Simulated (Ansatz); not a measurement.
# Ir: from a trial structure to a relaxed crystal

The calculation used DFT PBE, scalar-relativistic, plane waves, PAW (Ansatz). Cutoff 420 eV, Γ-centred k mesh, Gaussian smearing, no spin polarisation in the final step.

The start is a random cell of Ir without symmetry, drawn with lower limits on the distances.

```
Ir
1.0
     3.74698    0.00000    0.00000
     0.71548    3.09120    0.00000
    -0.29845    0.63344    2.67972
Ir
2
Direct
  0.33054 0.38032 0.87717
  0.76773 0.61699 0.53015
```

Cell and atoms relax at zero pressure; the relaxation can't lower the symmetry of the start. After a coarse first stage the cell is made exact in the group found at 0.06 Å.

Task: Describe the relaxed structure.

Result: It ends in Fm-3m (No. 225). The result has the fcc structure. Conventional cell: a = 3.871 Å. Ir is coordinated by 12 Ir at 2.74 Å.

Space group Fm-3m (No. 225). a = 3.871 Å, b = 3.871 Å, c = 3.871 Å, α = 90.00°, β = 90.00°, γ = 90.00°
```
atom site symmetry x y z
  Ir    4b m-3m  0.5000  0.0000  0.0000
```

Task: What are its volume, density and gap?

Result: The volume per atom is 14.50 Å³ and the density is 22.02 g/cm³. The gap on the 28×28×28 mesh is 0 eV (a metal).

The final run used a 28×28×28 mesh on its 1-atom cell and 0.10 eV smearing. Spin–orbit coupling is left out. Symmetry constrained the relaxation, so the result can be a saddle point. The steps took of the order of 2.4 core-minutes in all.